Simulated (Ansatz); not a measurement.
# TiSe2: the cost of one run

Computed with Ansatz 0.2.0 (DFT PBEsol, scalar-relativistic, plane waves, PAW, unless a step's input says otherwise).

3 further runs of the same task are left out: 3 set aside as unsound or not needed.

## (1) The starting structure

The structure is trigonal, space group P-3m1 (No. 164). The conventional cell has a = 3.499 Å, b = 3.499 Å, c = 6.133 Å, α = 90.00°, β = 90.00°, γ = 120.00°. Ti (site symmetry -3m) is surrounded by 6 Se at 2.54 Å. Se (site symmetry 3m) is surrounded by 3 Ti at 2.54 Å.

Coordinates:

```
CELL_PARAMETERS angstrom
3.49868 0.00000 0.00000
-1.74934 3.02994 0.00000
0.00000 0.00000 6.13278
ATOMIC_POSITIONS crystal
Ti 0.00000 0.00000 0.00000
Se 0.33333 0.66667 0.25118
Se 0.66667 0.33333 0.74882
```

Origin of the cell: volume kept, shape and atoms relaxed. At PBEsol, an earlier run found -1.08 GPa for this cell of 21.671 Å³/atom (12×12×6 mesh), a metal on this mesh.

## (2) Bands on a fine mesh, Fermi surface

Input file input.yaml:

```yaml
crystal:
  lattice:
    - [3.4986780673, 0.0, 0.0]
    - [-1.7493390336, 3.029944086, 0.0]
    - [0.0, 0.0, 6.132783057]
  atoms:
    - { symbol: Ti, position: [0.0, 0.0, 0.0] }
    - { symbol: Se, position: [0.3333333333, 0.6666666667, 0.2511760339] }
    - { symbol: Se, position: [0.6666666667, 0.3333333333, 0.7488239661] }
basis:
  ecutwfc: 420
  ecutrho_ratio: 4
kpoints:
  mp_grid: { grid: [12, 12, 6] }
hamiltonian:
  xc: pbesol
scf:
  occupations: { method: gaussian, width: 0.05 }
output:
  forces: true
  stress: true
  eigenvalues: true
  eigenstates:
    nscf_kmesh: { grid: [20, 20, 10] }
    de_dk: true
    e_range: [-2.5, 2.5]
  write_density: true
  write_potential: true
  elf: true
  volumetric_format: npy
```

Launch:

```bash
ansatz run input.yaml --threads 4 --pin off --max-ram 9216MiB --backend cpu --events-out ev --progress --plain --runs-dir out
```

Q: Estimate wall time and peak memory on 4 threads of Intel Xeon at 2.50GHz (Skylake/Cascade Lake), shared host.

About 20 s, with a peak of 0.67 GiB.
